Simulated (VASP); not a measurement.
Here is a VASP 6.6.1 calculation.

The input INCAR:

```
PREC     = Accurate       # precision mode
ENCUT    = 520            # plane-wave cutoff, eV
EDIFF    = 1E-7           # SCF threshold, eV
ISMEAR   = 0              # smearing method
SIGMA    = 0.02           # smearing width, eV
LREAL    = F              # projectors in reciprocal space
LASPH    = T              # aspherical terms in the spheres
NELM     = 100            # most SCF steps
ALGO     = Normal         # electronic algorithm
ISIF     = 3              # what is computed and relaxed
LWAVE    = F              # write WAVECAR
LCHARG   = F              # write CHGCAR
GGA      = PE             # functional
IBRION   = 2              # ionic algorithm
NSW      = 80             # ionic steps
EDIFFG   = -0.002         # ionic threshold
```

The input KPOINTS:

```
Automatic mesh
0
Gamma
  6 6 6
```

POSCAR

```
Sn                                      
1.0
    0.0000000000      3.3273950363      3.3273950363
    3.3273950363      0.0000000000      3.3273950363
    3.3273950363      3.3273950363      0.0000000000
  Sn            
     2
Direct
     0.0000000000000000    0.0000000000000000    0.0000000000000000
     0.2500000000000000    0.2500000000000000    0.2500000000000000
```

Potentials or basis: VASP PAW PBE potentials, release 64 (Sn_d).

The run is started by

```console
$ cat potpaw_PBE.64/Sn_d/POTCAR > POTCAR
$ mpirun -np 1 vasp_std > vasp.out
```

Question: Predict the space group after relaxing (to 0.05 Å).

Answer: Fd-3m (No. 227).

Question: Estimate the band gap on the k mesh.

Answer: None (metal or under the smearing width).

Question: What does it give for the relaxed volume?

Answer: 36.82 Å³/atom.

Final structure:
```xyz
2
Lattice="0.0000 3.3269 3.3269 3.3269 0.0000 3.3269 3.3269 3.3269 0.0000" Properties=species:S:1:pos:R:3 pbc="T T T"
Sn    3.3269    3.3269    6.6539
Sn    1.6635    1.6635    1.6635
```
